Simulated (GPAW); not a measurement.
Runs of GPAW 26.7.0 on Pb. The structure is cubic, space group Im-3m (No. 229). Conventional cell: a = 3.959 Å, b = 3.959 Å, c = 3.959 Å, α = 90.00°, β = 90.00°, γ = 90.00°. Pb (site symmetry m-3m) has 8 Pb at 3.43 Å as nearest neighbours. This isn't the form of Pb at room conditions, which is fcc.

| task | level | potentials or basis | spin | fixed moment (μB) | cell | k mesh | cutoff (eV) | maxiter | band path | band points | fermi k mesh | k mesh for the Wannier functions | grid spacing | other keys | mesh quality | gap on the mesh (eV) | pressure (GPa) | moment (μB) |
| --- | --- | --- | --- | --- | --- | --- | --- | --- | --- | --- | --- | --- | --- | --- | --- | --- | --- | --- |
| single point | PBE | GPAW PAW data sets (gpaw-data 1.2.1), fd | collinear, ferromagnetic start | 0.5 | as given | 9 × 9 × 9 | - | 150 | - | - | - | - | 0.16 Å | - | not flagged | - | - | 0.50 |
| band structure | r2SCAN | GPAW PAW data sets (gpaw-data 1.2.1), pw | collinear, ferromagnetic start | - | cell strained at random at fixed volume | 5 × 5 × 5 | 600 | 150 | XGY,LGZ,NGM,RG | 100 | - | - | - | - | coarse | - | 1.5 | 0.00 |
| Fermi surface | PBE | GPAW PAW data sets (gpaw-data 1.2.1), pw | off | - | as given | 9 × 9 × 9 | 600 | 150 | - | - | 14 × 14 × 14 | - | - | - | not flagged | none | 0.5 | - |
| Wannier functions | PBE | GPAW PAW data sets (gpaw-data 1.2.1), pw | off | - | as given | 6 × 6 × 6 | 600 | 100 | - | - | - | 5 × 5 × 5 | - | several, not listed | coarse | none | 0.6 | - |
| electron localisation function | PBE | GPAW PAW data sets (gpaw-data 1.2.1), pw | off | - | as given | 9 × 9 × 9 | 600 | 150 | - | - | - | - | - | - | not flagged | none | 0.5 | - |
| single point | r2SCAN | GPAW PAW data sets (gpaw-data 1.2.1), pw | off | - | as given | 9 × 9 × 9 | 600 | 150 | - | - | - | - | - | - | not flagged | none | (a) | - |
| atomic charges | RPBE | the program's PAW data sets (release 1.2.1) made for this functional, pw | off | - | as given | 9 × 9 × 9 | 600 | 150 | - | - | - | - | - | - | not flagged | none | (b) | - |
| band structure | optPBE-vdW | GPAW PAW data sets (gpaw-data 1.2.1), pw | collinear, ferromagnetic start, SOC | - | as given | 9 × 9 × 9 | 600 | 150 | GHNGPH,PN | 100 | - | - | - | - | not flagged | - | - | 0.00 |
| atomic charges | PBE | GPAW PAW data sets (gpaw-data 1.2.1), pw | off | - | as given | 9 × 9 × 9 | 600 | 150 | - | - | - | - | - | - | not flagged | none | 0.5 | - |
| band structure | LDA | the program's PAW data sets (release 1.2.1) made for this functional, pw | non-collinear, ferromagnetic start | - | as given | 3 × 3 × 3 | 600 | 100 | GHNGPH,PN | 60 | - | - | - | several, not listed | coarse | - | - | 0.27 |
| atomic charges | LDA | the program's PAW data sets (release 1.2.1) made for this functional, pw | off | - | as given | 9 × 9 × 9 | 600 | 150 | - | - | - | - | - | - | not flagged | none | -3.7 | - |

Alike in all rows: smearing fermi-dirac 0.05 eV.

Q: Fill in the values left out.

A: (a) -0.6; (b) 2.1.

Caveats: some runs use coarse meshes; the PAW data sets were made with another functional, which shifts forces and pressure a little (some runs); spin-orbit coupling is left out, which moves the levels of the heavy elements (some runs); the total moment is fixed, so each spin has its own Fermi level (some runs); the Wannier bands cross the Fermi level (some runs); spin-orbit coupling was added after a scalar SCF, so levels and gaps hold it while energy, forces, pressure and moments don't (some runs); this program's spin-orbit splittings come out too wide for heavy elements (some runs).

A k mesh can miss the band edges, and rows without SOC leave out spin-orbit coupling on Pb.

A gap of «none» marks a metal or a gap under the smearing width.
